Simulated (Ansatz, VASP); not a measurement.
# Two plane-wave programs on BeS

POSCAR

```
BeS
1.0
    0.0000000000      2.4569115543      2.4569115543
    2.4569115543      0.0000000000      2.4569115543
    2.4569115543      2.4569115543      0.0000000000
Be S
1 1
Direct
    0.0000000000      0.0000000000      0.0000000000
    0.2500000000      0.2500000000      0.2500000000
```

Contents of INCAR.step1:

```
ALGO = Normal
EDIFF = 1E-4
ENCUT = 600
GGA = PE
ISMEAR = -1
LASPH = T
LCHARG = F
LREAL = F
LWAVE = T
NELM = 100
PREC = Accurate
SIGMA = 0.02
```

The input INCAR.step2:

```
ALGO = Normal
EDIFF = 1E-7
EDIFFG = -0.005
ENCUT = 600
IBRION = 2
ISIF = 3
ISMEAR = -1
ISTART = 1
LASPH = T
LCHARG = F
LMIXTAU = T
LREAL = F
LWAVE = F
METAGGA = R2SCAN
NELM = 100
NSW = 100
PREC = Accurate
SIGMA = 0.02
```

The input KPOINTS:

```
k-points
0
Gamma
  9 9 9
```

Input for Ansatz:

```yaml
crystal:
  lattice:
    - [0.0, 2.4569115543, 2.4569115543]
    - [2.4569115543, 0.0, 2.4569115543]
    - [2.4569115543, 2.4569115543, 0.0]
  atoms:
    - { symbol: Be, position: [0.0, 0.0, 0.0] }
    - { symbol: S, position: [0.25, 0.25, 0.25] }
kpoints:
  mp_grid: { grid: [9, 9, 9] }
scf:
  occupations: { method: fermi_dirac, width: 0.02 }
hamiltonian:
  xc: r2scan
  pseudopotentials: { kind: paw }
output:
  forces: true
  stress: true
  efg: { contact_densities: true }
  write_density: true
  write_potential: true
  elf: true
  volumetric_format: npy
relax:
  f_tol: 0.005
  max_steps: 80
  cell: {}
```

Alike in both runs: task relaxation of cell and atoms; functional r2SCAN; k mesh 9 × 9 × 9; occupations fermi-dirac, width 0.02 eV; no spin polarisation.

```csv
,VASP,Ansatz
version,VASP 6.6.1,Ansatz 0.2.0
potentials or method,"VASP PAW PBE potentials, release 64 (Be, S)","PAW with Ansatz's default frozen-core files, scalar-relativistic"
plane-wave cutoff (eV),600,500
valence electrons in the cell,8,8
```

Ansatz gave:

```
gap on the k mesh at the Fermi level, each at its own relaxed structure (eV) : 3.69
relaxed volume (Å³/atom)                                                     : 14.42
relaxed cell length with the largest relative difference (Å)                 : 3.442
energy change over the relaxation (meV/atom)                                 : -3
```

**Question.** What did VASP give for the same quantities?

**Answer.** gap on the k mesh at the Fermi level, each at its own relaxed structure (eV): 3.70; relaxed volume (Å³/atom): 14.47; relaxed cell length with the largest relative difference (Å): 3.446; energy change over the relaxation (meV/atom): -3.

Caveats: the PAW data sets were made with another functional, which shifts forces and pressure a little (VASP); an odd mesh through Γ misses points on the zone boundary, where band edges often lie.
